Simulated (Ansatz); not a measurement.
Space group Pca2_1 (No. 29). a = 5.247 Å, b = 5.031 Å, c = 5.059 Å, α = 90.00°, β = 90.00°, γ = 90.00°
```json
{"atom": "Hf", "site": "4a", "symmetry": "1", "x": "0.0325", "y": "0.2670", "z": "0.2411"}
{"atom": "O", "site": "4a", "symmetry": "1", "x": "0.3670", "y": "0.0700", "z": "0.3808"}
{"atom": "O", "site": "4a", "symmetry": "1", "x": "0.7322", "y": "0.4611", "z": "0.4912"}
```

Equation of state of this HfO$_{2}$ structure (not necessarily the ground state), with shape and atoms relaxed at each volume where symmetry leaves them free. The calculation used DFT r2SCAN, scalar-relativistic, plane waves, PAW (Ansatz 0.2.0).

Settings: cutoff 500 eV, Γ-centred mesh 6×6×6 on the computed 12-atom cell, Gaussian smearing of 0.02 eV; no spin polarisation.

| V (Å³/atom) | E − E(largest V) (meV/atom) | P (GPa) | gap on mesh (eV) |
| --- | --- | --- | --- |
| 9.793 | 125.50 | 32.51 | 5.12 |
| 10.127 | 66.12 | 24.25 | 5.28 |
| 10.460 | 24.71 | 15.51 | 5.21 |
| 10.794 | 1.11 | 7.27 | 5.06 |
| 11.128 | -6.25 | -0.01 | 4.96 |
| 11.462 | 0.21 | -5.91 | 4.92 |
| 11.796 | 16.20 | -7.59 | 5.16 |
| 12.241 | 0.00 | 0.20 | 5.34 |

**Question.** Does one Birch–Murnaghan curve describe these points?

**Answer.** Not well: the fit leaves 5.84 meV/atom rms, which suggests a change of structure or state along the series.

Spin-orbit coupling is left out, which matters for the bands of heavy elements.

The gaps are read on the mesh, which can miss the band edges, so they can be too wide.

This form isn't the usual stable structure of the compound.